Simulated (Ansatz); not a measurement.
# MgS: the cost of one run

Method: DFT PBE, scalar-relativistic, in Ansatz 0.2.0.

### Step 1. The structure to begin with

It takes space group Fm-3m (No. 225, cubic). Conventional cell: a = 5.203 Å, b = 5.203 Å, c = 5.203 Å, α = 90.00°, β = 90.00°, γ = 90.00°. Mg (site symmetry m-3m) has 6 S at 2.60 Å as nearest neighbours. S (site symmetry m-3m) has 6 Mg at 2.60 Å as nearest neighbours.

As a file:

```xyz
2
Lattice="0.0000 2.6016 2.6016 2.6016 0.0000 2.6016 2.6016 2.6016 0.0000" Properties=species:S:1:pos:R:3 pbc="T T T"
Mg    0.0000    0.0000    0.0000
S     2.6016    2.6016    2.6016
```

Structure: COD 9008672, as refined from experiment and not relaxed.

Atoms are numbered in the order of the input: Mg1, S2.

### Step 2. All-electron LAPW

input.yaml

```yaml
crystal:
  lattice:
    - [0.0, 2.60165, 2.60165]
    - [2.60165, 0.0, 2.60165]
    - [2.60165, 2.60165, 0.0]
  atoms:
    - { symbol: Mg, position: [0.0, 0.0, 0.0] }
    - { symbol: S, position: [0.5, 0.5, 0.5] }
kpoints:
  mp_grid: { grid: [8, 8, 8] }
  band_path:
    path:
      - [0.0, 0.0, 0.0]
      - [0.5, 0.0, 0.5]
      - [0.625, 0.25, 0.625]
      - [0.375, 0.375, 0.75]
      - [0.0, 0.0, 0.0]
      - [0.5, 0.5, 0.5]
      - [0.5, 0.25, 0.75]
      - [0.5, 0.0, 0.5]
    npoints: 14
scf:
  occupations: { method: fermi_dirac, width: 0.01 }
hamiltonian:
  xc: pbe
  pseudopotentials: { kind: all_electron, lapw: { basis_error: 0.00025 } }
output:
  forces: true
  stress: true
  eigenvalues: true
  populations: true
  dos: { projected: true, de: 0.2, e_range: [-14, 8] }
```

On the command line:

```bash
> ansatz run input.yaml --threads 1 --pin off --max-ram 3072MiB --backend cpu --events-out ev --progress --plain --runs-dir out
```

**Question.** How long does this run take on 1 thread of Arm Neoverse V2, shared host, and how much memory does it need?

About 6.5 s, with a peak of 0.26 GiB.
